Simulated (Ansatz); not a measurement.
## LiMgBN2 (I-4m2): the host for defect calculations

Aim: the runs on the perfect crystal LiMgBN2 (I-4m2) that a defect calculation needs first.

Main program and level: Ansatz 0.2.0; plane-wave PAW DFT, PBE; relaxation of the host's cell and atoms; PAW set soft_1, in the first sound run; inputs show where later runs differ.

**1. Starting point**

It takes space group I-4m2 (No. 119, tetragonal). The conventional cell has a = 3.819 Å, b = 3.819 Å, c = 8.887 Å, α = 90.00°, β = 90.00°, γ = 90.00°. Li has 4 N at 2.10 Å nearest. Nearest to Mg lie 4 N at 2.10 Å. B has 2 N at 1.34 Å nearest. Nearest to N lie 1 B at 1.34 Å and 2 Li at 2.10 Å and 2 Mg at 2.10 Å. Farther neighbours and most contacts between anions are not listed.

**2. Host cell relaxation**

Lattice and positions are set free, within the symmetry that the program keeps.

cell/input.yaml reads:

```yaml
crystal:
  lattice:
    - [-1.909656, 1.909656, 4.443522]
    - [1.909656, -1.909656, 4.443522]
    - [1.909656, 1.909656, -4.443522]
  atoms:
    - { symbol: Li, position: [0.25, 0.75, 0.5] }
    - { symbol: Mg, position: [0.75, 0.25, 0.5] }
    - { symbol: B, position: [0.5, 0.5, 0.0] }
    - { symbol: "N", position: [0.6512635, 0.6512635, 0.0] }
    - { symbol: "N", position: [0.3487365, 0.3487365, 0.0] }
basis:
  ecutwfc: 420
  xc_grid: 2
hamiltonian:
  xc: pbe
  pseudopotentials: { kind: paw, azcp: { folder: soft_1 } }
kpoints:
  mp_grid: { grid: [10, 10, 10] }
scf:
  occupations: { method: fixed }
  max_iter: 100
relax:
  f_tol: 0.005
  max_steps: 60
  cell: {}
output:
  forces: true
  stress: true
checkpoint:
  write: "../cell.run"
  compress: false
  write_wavefunctions: false
  write_every: 100000
```

Launch:

```
$ ansatz run input.yaml --threads 4 --pin off --max-ram 15073MiB --backend cpu --events-out ev --progress --plain --runs-dir out
```

Numbers of over 12 decimals in the logs are rounded to 6 here.

Log:

```text
[... repeated set-up lines and file paths are left out, and long positions are rounded to six places ...]
Engine: ansatz 0.2.0, aarch64-unknown-linux-gnu
Pseudopotentials: kind: paw
Pseudopotential: Li, paw, valence charge 3, recommended cutoff 420 eV (normal), soft_1/Li.paw.azcp
Pseudopotential: Mg, paw, valence charge 10, recommended cutoff 420 eV (normal), soft_1/Mg.paw.azcp
Pseudopotential: B, paw, valence charge 3, recommended cutoff 420 eV (normal), soft_1/B.paw.azcp
Pseudopotential: N, paw, valence charge 5, recommended cutoff 420 eV (normal), soft_1/N.paw.azcp
Functional definition: PBE
  parameter kappa = 0.804
  parameter beta = 0.066725
  exchange = pbe_x(kappa = kappa, mu = beta*pi^2/3)
  correlation = pbe_c(beta = beta)
Crystal: 5 atoms, lattice volume = 64.818 Å³
Basis set: ecut = 420 eV, 1283 PW (Γ), exchange–correlation on 72×72×72 points (8 copies of the dense FFT grid, shifted against one another)
Bands: 18, of which v1, the nominal top of the filled ones, is band 13 counted from 1 (12 counted from 0)
Symmetry: 8 space group operations
Space group: I-4m2 (ITA 119), of the structure as read, at distance tolerance 4.0e-5 Å
k-points: 102 of 1000 (time reversal used)
Non-local potential: Li, projectors of the file, l = 0: 3, l = 1: 2, l = 2: 1
Non-local potential: Mg, projectors of the file, l = 0: 3, l = 1: 2, l = 2: 1
Non-local potential: B, projectors of the file, l = 0: 2, l = 1: 2, l = 2: 1
Non-local potential: N, projectors of the file, l = 0: 2, l = 1: 2, l = 2: 1
PAW form: soft (Blöchl's): semilocal exchange-correlation on the pseudo side does not see the compensation charge
PAW one-centre angular grid: Li, 110 points (default); XC on 96 Gauss nodes
PAW one-centre angular grid: Mg, 110 points (default); XC on 64 Gauss nodes
PAW one-centre angular grid: B, 110 points (default); XC on 64 Gauss nodes
PAW one-centre angular grid: N, 110 points (default); XC on 64 Gauss nodes
Initial density: superposition of atomic densities (chi_scale 0.1, normalization cell, long waves kept (reshape's long-wave potential 0.02 eV rms))
Initial wavefunctions: pseudopotential atomic-orbital guess
Functional: x = pbe(κ = 0.804, μ = 0.219515), c = pbe(β = 0.066725)
SCF iter   1: F=—  HF=-3059.828900 eV  |F-HF|=—  |Δ(HF+E_count)|=         —  Δρ=1.03e-1  dr2=9.26e0  ethr=3.10e-3  ⟨swp⟩=5.0  Hψ=8462  notcnv=0  defer=277
preconditioner: auto → none  [insulator: Δε(μ)=4.483 eV  Ē_g=13.484 eV  n_scr=14 (ndim 8)  ℏωp=18.4 eV  f_vac=0.001  ε∞_Penn≈2.9]
SCF iter   2: F=—  HF=-3057.704387 eV  |F-HF|=—  |Δ(HF+E_count)|=    2.12e0  Δρ=7.18e-2  dr2=2.57e0  ethr=3.10e-3  ⟨swp⟩=3.1  Hψ=4842  notcnv=0  defer=270
SCF iter   3: F=—  HF=-3057.081537 eV  |F-HF|=—  |Δ(HF+E_count)|=   6.23e-1  Δρ=1.94e-2  dr2=2.22e-1  ethr=3.10e-3  ⟨swp⟩=2.1  Hψ=3207  notcnv=0  defer=85
automatic band count: iteration 3 solves 17 bands in place of 18: the levels show a gap, and the empty bands left out lie too high to hold charge; the band table lists the bands solved (type scf.n_extra_bands for more)
SCF iter   4: F=—  HF=-3057.062655 eV  |F-HF|=—  |Δ(HF+E_count)|=   1.89e-2  Δρ=4.24e-3  dr2=1.44e-2  ethr=8.53e-4  ⟨swp⟩=2.7  Hψ=3085  notcnv=0  defer=192
SCF iter   5: F=—  HF=-3057.063250 eV  |F-HF|=—  |Δ(HF+E_count)|=   5.95e-4  Δρ=1.13e-3  dr2=5.24e-4  ethr=5.55e-5  ⟨swp⟩=2.0  Hψ=2712  notcnv=0  defer=204
SCF iter   6: F=—  HF=-3057.063784 eV  |F-HF|=—  |Δ(HF+E_count)|=   5.34e-4  Δρ=2.21e-4  dr2=2.03e-5  ethr=2.02e-6  ⟨swp⟩=2.0  Hψ=3264  notcnv=0  defer=204
SCF iter   7: F=—  HF=-3057.063823 eV  |F-HF|=—  |Δ(HF+E_count)|=   3.82e-5  Δρ=2.61e-5  dr2=2.94e-7  ethr=7.80e-8  ⟨swp⟩=2.0  Hψ=2491  notcnv=0  defer=105
SCF iter   8: F=-3057.063823 eV  HF=-3057.063823 eV  |F-HF|=8.35e-9  |Δ(HF+E_count)|=   4.67e-7  Δρ=4.36e-6  dr2=6.27e-9  ethr=3.85e-10  ⟨swp⟩=5.0  Hψ=6584  notcnv=0
SCF 1 converged in 8 iterations: F = -3057.063823 eV  dr2 = 6.27e-9
  greatest PAW one-centre occupation: 1.000 electrons in one spin orbital (limit 2), on the Mg atom at site 1 (counted from 0), in its partial waves of l = 0
relax step   1: F+E_penalty+E_count = -3057.06382306 eV  Δ(F+E_penalty+E_count) = +0.000e0 eV  max|allowed force component| = 4.799e-2 eV/Å  Δτ_max = 0.0000 Å  P = -0.310 GPa  Ω = 64.818 Å³  (8 SCF iters, dr2 threshold 1.00e-7 eV, accepted)
[... the SCF cycles and remarks between the steps are left out from here to the last step ...]
relax step   2: F+E_penalty+E_count = -3057.06437702 eV  Δ(F+E_penalty+E_count) = -5.540e-4 eV  max|allowed force component| = 1.596e-2 eV/Å  Δτ_max = 0.0000 Å  P = -0.173 GPa  Ω = 64.658 Å³  energy of the carried Pulay correction = +1.729e-4 eV  (4 SCF iters, dr2 threshold 5.00e-7 eV, accepted)
relax step   3: F+E_penalty+E_count = -3057.06469198 eV  Δ(F+E_penalty+E_count) = -3.150e-4 eV  max|allowed force component| = 3.624e-3 eV/Å  Δτ_max = 0.0003 Å  P = -0.004 GPa  Ω = 64.487 Å³  energy of the carried Pulay correction = +3.566e-4 eV  (4 SCF iters, dr2 threshold 1.40e-7 eV, accepted)
Initial wavefunctions: pseudopotential atomic-orbital guess (no wavefunctions were taken with the density)
iter 1 solved again at ethr=2.78e-8 eV; its pass at ethr=3.10e-3 eV (dr2=7.23e-6 eV) is discarded
SCF iter   1: F=—  HF=-3057.064316 eV  |F-HF|=—  |Δ(HF+E_count)|=         —  Δρ=2.13e-5  dr2=1.31e-7  ethr=2.78e-8  ⟨swp⟩=4.1  Hψ=13805  notcnv=0  defer=306
SCF iter   2: F=—  HF=-3057.064321 eV  |F-HF|=—  |Δ(HF+E_count)|=   4.62e-6  Δρ=1.04e-5  dr2=2.61e-8  ethr=5.05e-10  ⟨swp⟩=2.2  Hψ=2605  notcnv=0  defer=296
SCF iter   3: F=—  HF=-3057.064321 eV  |F-HF|=—  |Δ(HF+E_count)|=   6.04e-8  Δρ=4.20e-6  dr2=1.07e-8  ethr=1.00e-10  ⟨swp⟩=2.0  Hψ=2550  notcnv=0  defer=296
SCF iter   4: F=—  HF=-3057.064321 eV  |F-HF|=—  |Δ(HF+E_count)|=   2.95e-9  Δρ=1.10e-6  dr2=6.00e-10  ethr=4.10e-11  ⟨swp⟩=2.0  Hψ=2543  notcnv=0  defer=296
SCF iter   5: F=-3057.064321 eV  HF=-3057.064321 eV  |F-HF|=5.18e-11  |Δ(HF+E_count)|=  2.02e-10  Δρ=3.26e-7  dr2=2.61e-11  ethr=1.00e-12  ⟨swp⟩=3.7  Hψ=7347  notcnv=0
SCF 4 converged in 5 iterations: F = -3057.064321 eV  dr2 = 2.61e-11
relax step   4: F+E_penalty+E_count = -3057.06432115 eV  Δ(F+E_penalty+E_count) = +3.708e-4 eV  max|allowed force component| = 3.222e-3 eV/Å  Δτ_max = 0.0000 Å  P = -0.014 GPa  Ω = 64.487 Å³  stress off target by 3.96e-2 GPa  SCF on the basis re-selected at this cell (its energy is not comparable with the rows above)  (5 SCF iters)
basis re-selected at this cell: Δ(F+E_penalty+E_count) = +3.708e-4 eV, ΔP = -0.010 GPa vs the last step (what re-selecting the basis moved, of the pressure what is left beyond the Pulay correction that the steps carried, after the strain that the cell walked [...]
SCF converged after 5 iterations
Free energy (F): -3057.064321 eV
Harris-Foulkes:  -3057.064321 eV  (|F-HF|=5.18e-11)
Internal energy: -3057.064321 eV  (E = F + TS)
E sigma→0 (E₀):  -3057.064321 eV
Fermi energy:    3.138616 eV
--- Per-component energies (eV) ---
  E_band       = -479.559729
  E_kinetic    = 394.632445
  E_local      = -2694.286847  (includes V_loc(G=0)·N_el)
  E_nonlocal   = 254.524405
  E_hartree    = 952.188270
  E_xc         = -187.510025
  E_vxc        = -235.109421  (∫ρ·V_xc dr)
  E_paw        = -659.420026  (= ΣΔE_a)
  E_vpaw       = -103.698912  (= ΣTr[D̂ρ^β])
  E_aug_tail   = 0.002020  (compensation charges beyond the density's cutoff)
  E_ewald      = -1117.194563
  E_smearing   = -0.000000  (= −TS)
  E_closure    = -0.000000  (closes the sum)
  Σ components = -3057.064321   (vs F -3057.064321, Δ=0.00e0)
--- Forces (eV/Å), atoms counted from 1 ---
  atom   1  Li     0.00000000     0.00000000    -0.00000000
  atom   2  Mg    -0.00000000     0.00000000     0.00000000
  atom   3  B     -0.00000000     0.00000000    -0.00000000
  atom   4  N      0.00000000     0.00000000    -0.00322229
  atom   5  N     -0.00000000     0.00000000     0.00322229
  max |Σ_I F_I| component: 2.43e-17 eV/Å
--- Stress (GPa, compression-positive) ---
       -0.001268       0.000000      -0.000000
        0.000000      -0.001268       0.000000
       -0.000000       0.000000      -0.039610
  P = ⅓ Tr σ = -0.0140 GPa (-0.140 kbar)
--- Relaxed structure (3 steps of the walk, 3 accepted, 1 SCFs on fresh bases) ---
  F+E_penalty+E_count = -3057.06432115 eV   max|allowed force component| = 3.222e-3 eV/Å   (the final SCF, on the basis selected at the relaxed cell)
  cell:  # Å, volume = 64.4875 Å³
    - [-1.904313, 1.904313, 4.445686]
    - [1.904313, -1.904313, 4.445686]
    - [1.904313, 1.904313, -4.445686]
  atoms:
    - { symbol: Li, position: [0.250000, 0.750000, 0.500000] }
    - { symbol: Mg, position: [0.750000, 0.250000, 0.500000] }
    - { symbol: B, position: [0.500000, 0.500000, 0] }
    - { symbol: N, position: [0.651222, 0.651222, 0] }
    - { symbol: N, position: [0.348778, 0.348778, 0] }
```

Elapsed: 11 s, on 4 threads of Arm Neoverse V1, shared host; peak memory 0.56 GiB.

Step by step:

| step | energy less that of the first step (eV) | largest force component (eV/Å) | pressure (GPa) | volume (Å³) |
| --- | --- | --- | --- | --- |
| 1 | 0.0000 | 0.0480 | -0.31 | 64.82 |
| 2 | -0.0006 | 0.0160 | -0.17 | 64.66 |
| 3 | -0.0009 | 0.0036 | 0.00 | 64.49 |
| 4* | -0.0005 | 0.0032 | -0.01 | 64.49 |

Relaxation steps marked * repeat the geometry before them on a plane-wave basis chosen anew for their cell, so energy and pressure can jump there.

The run keeps the 8 symmetry operations that it works with, so distortions that break them were not tested.

```
conventional cell, symmetrised  before  after  change
                         a (Å)   3.819  3.809  -0.3 %
                         b (Å)   3.819  3.809  -0.3 %
                         c (Å)   8.887  8.891  +0.0 %
              volume (Å³/atom)   12.96  12.90  -0.5 %
```

The relaxed structure:

```xyz
5
Lattice="-1.9043 1.9043 4.4457 1.9043 -1.9043 4.4457 1.9043 1.9043 -4.4457" Properties=species:S:1:pos:R:3 pbc="T T T"
Li    1.9043    0.0000    2.2228
Mg    0.0000    1.9043    2.2228
B     0.0000    0.0000    4.4457
N     0.0000    0.0000    5.7903
N     0.0000    0.0000    3.1011
```

This step gave:

- pressure: -0.01405 GPa

The cell shrank by 0.5 % in volume.

**3. Dielectric tensors of the host**

The response to a uniform electric field gives the electronic dielectric tensor.

This step: plane-wave PAW DFPT, PBE; dielectric tensors, Born charges and zone-centre modes of the host; PAW set soft_1 (Ansatz 0.2.0).

eps/input.yaml reads:

```yaml
crystal:
  lattice:
    - [-1.9043125848, 1.9043125848, 4.4456857436]
    - [1.9043125848, -1.9043125848, 4.4456857436]
    - [1.9043125848, 1.9043125848, -4.4456857436]
  atoms:
    - { symbol: Li, position: [0.25, 0.75, 0.5] }
    - { symbol: Mg, position: [0.75, 0.25, 0.5] }
    - { symbol: B, position: [0.5, 0.5, 0.0] }
    - { symbol: "N", position: [0.6512217565, 0.6512217565, 0.0] }
    - { symbol: "N", position: [0.3487782435, 0.3487782435, 0.0] }
basis:
  ecutwfc: 420
hamiltonian:
  xc: pbe
  pseudopotentials: { kind: paw, azcp: { folder: soft_1 } }
kpoints:
  mp_grid: { grid: [9, 9, 9] }
scf:
  occupations: { method: fixed }
  max_iter: 100
phonons:
  method: dfpt
  dielectric: true
  rigid_motions: translations
```

Log:

```text
[...]
Crystal: 5 atoms, lattice volume = 64.487 Å³
Basis set: ecut = 420 eV, 1267 PW (Γ), exchange–correlation on 72×72×72 points (8 copies of the dense FFT grid, shifted against one another)
Bands: 18, of which v1, the nominal top of the filled ones, is band 13 counted from 1 (12 counted from 0)
Symmetry: 8 space group operations
k-points: 365 of 729 (irreducible under 1 space group operation, time reversal used)
[...]
SCF iter   1: F=—  HF=-3059.849034 eV  |F-HF|=—  |Δ(HF+E_count)|=         —  Δρ=1.03e-1  dr2=9.32e0  ethr=3.10e-3  ⟨swp⟩=5.0  Hψ=30299  notcnv=0  defer=1018
[...]
SCF iter  10: F=-3057.064305 eV  HF=-3057.064305 eV  |F-HF|=3.64e-12  |Δ(HF+E_count)|=  6.32e-11  Δρ=8.17e-8  dr2=2.36e-12  ethr=1.00e-12  ⟨swp⟩=13.5  Hψ=41791  notcnv=0
SCF 1 converged in 10 iterations: F = -3057.064305 eV  dr2 = 2.36e-12
[...]
NSCF: frozen V_eff on 11 k-points
DFPT response loops at Γ: preconditioner auto → none (the input reference at scf.mixing.eps_inf says where Resta's filter doesn't serve); β = 0.50; Broyden in place of MSR1
SCF converged after 10 iterations
Free energy (F): -3057.064305 eV
[...]
Internal energy: -3057.064305 eV  (E = F + TS)
E sigma→0 (E₀):  -3057.064305 eV
Fermi energy:    3.107465 eV
[...]
--- Band table (eV; the first three rows and the last of 365) ---
[...]
[... further k-points left out ...]
--- Phonons (Γ-DFPT): 9 representative perturbations + reference, on 365 of 729 k-points (Σ response iterations 28) ---
  k mesh reduced under 1 symmetry operation, with k and −k counted as one. Each operation leaves every solved perturbation unchanged. A smaller set is not considered because the run solves the response to a homogeneous field
  ASR residual: 9.347e-5 → 0.000e0 eV/Å²; symmetrization residual: 1.826e-6 eV/Å²
  ASR residual per site (eV/Å²): 3.29e-6 9.35e-5 3.02e-5 4.36e-5 4.36e-5
  Γ frequencies (cm⁻¹): 0.00 0.00 0.00 243.72 311.15 311.15 436.24 436.24 443.83 481.93 481.93 606.52 606.52 1065.02 1685.42
  ε∞ (high-frequency dielectric tensor):
        2.827586    -0.000000     0.000000
        0.000000     2.827586    -0.000000
        0.000000     0.000000     3.748343
  ε⁰ (static dielectric tensor: ions relaxed, cell fixed):
        5.334001     0.000000     0.000000
        0.000000     5.334001    -0.000000
        0.000000    -0.000000     6.369587
  ε⁰ − ε∞ (ionic part):
        2.506415     0.000000     0.000000
        0.000000     2.506415    -0.000000
        0.000000    -0.000000     2.621244
  softest optical mode at Γ: 243.72 cm⁻¹; the repairs (sum rule, projections) moved no ω² at Γ by more than (1.46 cm⁻¹)²
  Born effective charges Z* (e; rows j = field, columns β = displacement):
    site 0:
         0.95592    0.00000    0.00000
        -0.00000    0.95592    0.00000
        -0.00000   -0.00000    0.88559
    site 1:
         1.91426    0.00000    0.00000
        -0.00000    1.91426    0.00000
        -0.00000   -0.00000    1.80891
    site 2:
        -0.04760    0.00000   -0.00000
        -0.00000   -0.04760    0.00000
         0.00000    0.00000    3.45592
    site 3:
        -1.50220   -0.00000   -0.00000
        -0.00000   -1.32038    0.00000
        -0.00000   -0.00000   -3.07521
    site 4:
        -1.32038    0.00000    0.00000
         0.00000   -1.50220    0.00000
         0.00000    0.00000   -3.07521
  Z* charge neutrality: 3.967e-5 e pre-enforcement
  k-mesh period / interband length: 34.3 Å / 1.32 Å = 25.87 at k = (0.0000, 0.0000, 0.0000), direct gap 3.974 eV — 14 or more, which is no proof of convergence
  optical modes at Γ without the LO–TO term, one row a degenerate level:
      ω (cm⁻¹)  modes    IR ((D/Å)²/amu)
        243.72      1             0.0398
        311.15      2             7.5897
        436.24      2             8.5771
        443.83      1            11.9898
        481.93      2             0.4903
        606.52      2             9.5614
       1065.02      1             0.0000
       1685.42      1            50.3259
  optical modes at Γ + LO–TO along q̂ = [1.0000, 0.0000, 0.0000]:
      ω (cm⁻¹)  modes    IR ((D/Å)²/amu)
        243.72      1             0.0398
        311.15      1             3.7948
        345.65      1             0.8763
        436.24      1             4.2885
        443.83      1            11.9898
        474.40      1             0.8359
        481.93      1             0.2451
        494.64      1             2.0703
[...]
optical modes at Γ + LO–TO along q̂ = [0.0000, 1.0000, 0.0000]:
      ω (cm⁻¹)  modes    IR ((D/Å)²/amu)
[...]
606.52      1             4.7807
        671.85      1             9.3268
       1065.02      1             0.0000
       1685.42      1            50.3259
  optical modes at Γ + LO–TO along q̂ = [0.0000, 0.0000, 1.0000]:
      ω (cm⁻¹)  modes    IR ((D/Å)²/amu)
        244.09      1             0.0107
        311.15      2             7.5897
        436.24      2             8.5771
        481.93      2             0.4903
        535.93      1             8.6734
        606.52      2             9.5614
       1065.02      1             0.0000
       1816.70      1            53.6714
```

Wall time 2.9 min (4 threads); peak memory 1.8 GiB; 11 min of CPU time.

Electronic dielectric tensor:

```
2.83 0.00 0.00
0.00 2.83 0.00
0.00 0.00 3.75
```

Static dielectric tensor:

```
5.33 0.00 0.00
0.00 5.33 0.00
0.00 0.00 6.37
```

The principal values of the electronic dielectric tensor are 2.83, 2.83 and 3.75. The principal values of the static dielectric tensor are 5.33, 5.33 and 6.37.

**4. Primitive cell on a dense mesh**

A dense mesh gives the host's converged energy, against which the supercell's sampling is tested.

This step: plane-wave PAW DFT, PBE; single point of the host's primitive cell on a dense mesh; PAW set soft_1 (Ansatz 0.2.0).

dense/input.yaml, as its differences from eps/input.yaml of step 3:

```diff
@@ -13,2 +13,3 @@
   ecutwfc: 420
+  xc_grid: 2
 hamiltonian:
@@ -17,9 +18,5 @@
 kpoints:
-  mp_grid: { grid: [9, 9, 9] }
+  mp_grid: { grid: [10, 10, 10] }
 scf:
-  occupations: { method: fixed }
-  max_iter: 100
-phonons:
-  method: dfpt
-  dielectric: true
-  rigid_motions: translations
+  occupations: { method: fermi_dirac, width: 0.01 }
+  max_iter: 80
```

Log:

```text
[...]
Crystal: 5 atoms, lattice volume = 64.487 Å³
Basis set: ecut = 420 eV, 1267 PW (Γ), exchange–correlation on 72×72×72 points (8 copies of the dense FFT grid, shifted against one another)
Bands: 18, of which v1, the nominal top of the filled ones, is band 13 counted from 1 (12 counted from 0)
Symmetry: 8 space group operations
[...]
k-points: 102 of 1000 (time reversal used)
[...]
SCF iter   1: F=—  HF=-3059.849080 eV  |F-HF|=—  |Δ(HF+E_count)|=         —  Δρ=1.03e-1  dr2=9.32e0  ethr=3.10e-3  ⟨swp⟩=6.2  Hψ=9943  notcnv=0
[...]
SCF iter   7: F=-3057.064321 eV  HF=-3057.064321 eV  |F-HF|=4.74e-8  |Δ(HF+E_count)|=   6.83e-7  Δρ=7.63e-6  dr2=2.46e-8  ethr=3.85e-10  ⟨swp⟩=3.0  Hψ=4344  notcnv=0
SCF 1 converged in 7 iterations: F = -3057.064321 eV  dr2 = 2.46e-8
[...]
SCF converged after 7 iterations
Free energy (F): -3057.064321 eV
[...]
Internal energy: -3057.064321 eV  (E = F + TS)
E sigma→0 (E₀):  -3057.064321 eV
Fermi energy:    4.452863 eV
[...]
```

Elapsed: 3 s, on 4 threads; peak memory 0.51 GiB.

(Continued in part 2 of 2.)

[Logs are printed without paths, hosts, clocks, repeated set-up lines and the standing remarks that a program may print on its own settings, such as how far it seeks lower states.]

[Hosts, paths, dates, database ids (printed as entryN), source tags and the programs' standing remarks are cut or masked in the printed files.]

[Runs of the host that timed out are not shown.]

[For some hosts the program warned that the k-mesh of the response run may be too coarse for force constants and the static dielectric constant; such warnings are not always shown.]
